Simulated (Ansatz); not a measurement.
**BP: from supercell energies to defect levels (H interstitial)**

Method: DFT PBE, scalar-relativistic, plane waves, PAW in Ansatz 0.2.0. Run with 420 eV cutoff, 2×2×2 k-mesh, shifted by half a step, Gaussian smearing of 0.01 eV, collinear spin in charge 0 alone.

Host crystal, relaxed:

```xyz
2
Lattice="0.0000 2.2741 2.2741 2.2741 0.0000 2.2741 2.2741 2.2741 0.0000" Properties=species:S:1:pos:R:3 pbc="T T T"
B     0.0000    0.0000    0.0000
P     1.1370    1.1370    1.1370
```

The H interstitial was set at (0.750, 0.750, 0.750) of the host cell, in a supercell of 32 sites (376 Å³), relaxed at fixed cell in each charge q. The host's Kohn–Sham gap is 1.25 eV and its static dielectric constant 9.3 (mean). For each charge: the supercell's free energy over the neutral one with q electrons exchanged at the valence band top, F(q) − F(0) + qE_v; the image-charge term; and the term that aligns the potential far from the defect with the host's.

| q | F(q) − F(0) + qE_v (eV) | image charge (eV) | alignment (eV) |
| --- | --- | --- | --- |
| +1 | 0.118 | 0.311 | 0.000 |
| 0 | 0.000 | 0.000 | 0.000 |
| -1 | 0.695 | 0.311 | -0.143 |

Problem. Add the terms and find the levels between neighbouring charges, ε(q/q′) = [A(q′) − A(q)]/(q − q′), with and without the two corrections.

Solution. A(q): 0.430 eV for +1, 0.000 eV for 0, 0.863 eV for -1.
```tsv
level	corrected (eV over E_v)	uncorrected (eV)
(+1/0)	-0.43	-0.12
(0/-1)	0.86	0.69
```

As a check, a point charge in a simple cubic cell of this volume has q²αe²/(2εL) = 0.306 q² eV (e² = 14.40 eV Å, α = 2.837, L = 7.22 Å); the shape of the real cell can change it somewhat. The term grows as q², so it pushes donor levels down and acceptor levels up. The program doubts the alignment for q = -1, so levels beside it are uncertain by about that term.

Problem. Which of these charges is lowest with the Fermi level at the valence band top, at mid-gap and at the conduction band bottom?

Solution. The line A(q) + qE_F that lies lowest gives the charge: 0 at E_F = 0.00 eV, 0 at E_F = 0.62 eV, -1 at E_F = 1.25 eV. (+1/0) falls outside this Kohn–Sham gap, so the change of charge isn't reached within it; the real gap is usually wider and may hold a localised level, while a level that comes from a carrier in the host's bands only marks the band edge and moves with it. In charge +1 the extra carrier sits in the host's bands, sampled away from their edge; a term of -0.42 eV would put the level beside it at that edge (it also undoes corrections that don't apply to a spread carrier) and isn't included above. Charges beyond those computed could lie lower near the band edges.

Problem. The neutral defect forms at 2.94 eV with atoms taken from and returned to the elements. What are the formation energies at those three Fermi levels, and what share of sites would hold the defect at 1200 K with E_F at mid-gap, if the host still stood at that temperature?

Solution. E_f = E_f(0) + A(q) + qE_F = 2.94, 2.94, 2.56 eV. In the dilute limit the share is exp(−E_f/k_BT) = exp(−2.943/0.1034) = 4.3×10⁻¹³, leaving out degeneracy and vibrational entropy. This is the H-rich limit; a poorer supply of H, or a competing compound of it, raises E_f. The small cell and the narrow Kohn–Sham gap leave errors of tenths of an eV or more, which change the share by orders of magnitude.